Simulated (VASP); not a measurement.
# A VASP 6.6.1 single-point calculation on CdTe

INCAR

```
LWAVE = .FALSE.
ISMEAR = -5
GGA = PE
LCHARG = .FALSE.
NBANDS = 16
LREAL = .FALSE.
IBRION = -1
NSW = 0
EDIFF = 1E-7
ISIF = 2
PREC = Accurate
ENCUT = 520
SIGMA = 0.02
NELM = 80
LASPH = .TRUE.
```

KPOINTS

```
KPOINTS created by Atomic Simulation Environment
0
Gamma
1 1 2
0 0 0
```

POSCAR

```
Cd Te
 1.0000000000000000
     0.0000000000000000    3.0443556720503655    3.0443556720503655
     3.0443556720503655    0.0000000000000000    3.0443556720503655
     3.0443556720503655    3.0443556720503655   -0.0000000000000000
 Cd  Te
   1   1
Cartesian
 -0.0000000000000000 -0.0000000000000000  0.0000000000000000
  3.0443556720503655  3.0443556720503655  3.0443556720503655
```

The recommended PBE PAW datasets give the neutral cell 18 valence electrons.

Command

```
mpirun -np 1 vasp_std
```

Standard output (part)

```
POSCAR found type information on POSCAR CdTe
 POSCAR found :  2 types and       2 ions
 LDA part: xc-table for (Slater+PW92), standard interpolation
|     Your reciprocal lattice and k-lattice belong to different lattice       |
|     classes:                                                                |
|        The reciprocal lattice is body-centered cubic,                       |
|        whereas your k-lattice is rhombohedral (trigonal).                   |
|     Results are often still useful ...                                      |
|     EEEEEEE  RRRRRR   RRRRRR   OOOOOOO  RRRRRR      ###     ###     ###     |
|     E        R     R  R     R  O     O  R     R     ###     ###     ###     |
|     E        R     R  R     R  O     O  R     R     ###     ###     ###     |
|     EEEEE    RRRRRR   RRRRRR   O     O  RRRRRR       #       #       #      |
|     E        R    R   R    R   O     O  R    R      ###     ###     ###     |
|     EEEEEEE  R     R  R     R  OOOOOOO  R     R     ###     ###     ###     |
|     IBZKPT: tetrahedron method fails for NKPT<4. NKPT = 2                   |
|       ---->  I REFUSE TO CONTINUE WITH THIS SICK JOB ... BYE!!! <----       |
```

VASP stopped before the first electronic step.

**Question.** Find the fault in these files.

**Answer.** Tetrahedra on too few k points. VASP stopped before the first electronic step.
